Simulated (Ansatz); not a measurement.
**GaSb: energy along a strain**

GaSb, F-43m, a = 6.118 Å (as given, not relaxed at this level: -0.2 GPa). Ansatz: PBEsol, PAW, 420 eV, Γ-centred 14×14×14 mesh on 2 atoms, Gaussian smearing 0.15 eV; no spin polarisation. Cell vectors (Å): 0.000 3.059 3.059; 3.059 0.000 3.059; 3.059 3.059 0.000. The cell is strained by x per cent times the pattern (0 1 0 0 0 0) in the order xx yy zz yz xz xy (engineering shears), with fractional coordinates held. y is the free energy over the start, V0 = 28.625 Å³/atom.

```tsv
x (%)	y (meV/atom)
-2.00	2.31
-1.50	1.18
-1.00	0.42
-0.50	0.03
0.00	0.00
0.50	0.33
1.00	1.01
1.50	2.04
1.75	2.69
2.00	?
```

**Question.** Fit y = c1 x + c2 x² + c3 x³ to the other rows, get the stiffness along the pattern, and predict the missing energy.

**Answer.** Least squares on the rows shown. y = 0.3005 x + 0.7161 x² − 0.005777 x³. The clamped-ion stiffness p·C·p = 2 × 7.161 eV × 160.2 / 28.625 Å³ = 80 GPa, which is C22 in these axes (C11 of the cubic crystal); c1 is there for the stress left in the start, which by itself gives a slope of 0.30 meV/atom per %. At x = 2.00 the fit asked for gives 3.42 meV/atom. The run gave 3.41 meV/atom, so the fit is 0.01 meV/atom too high, a small miss on the scale of the series.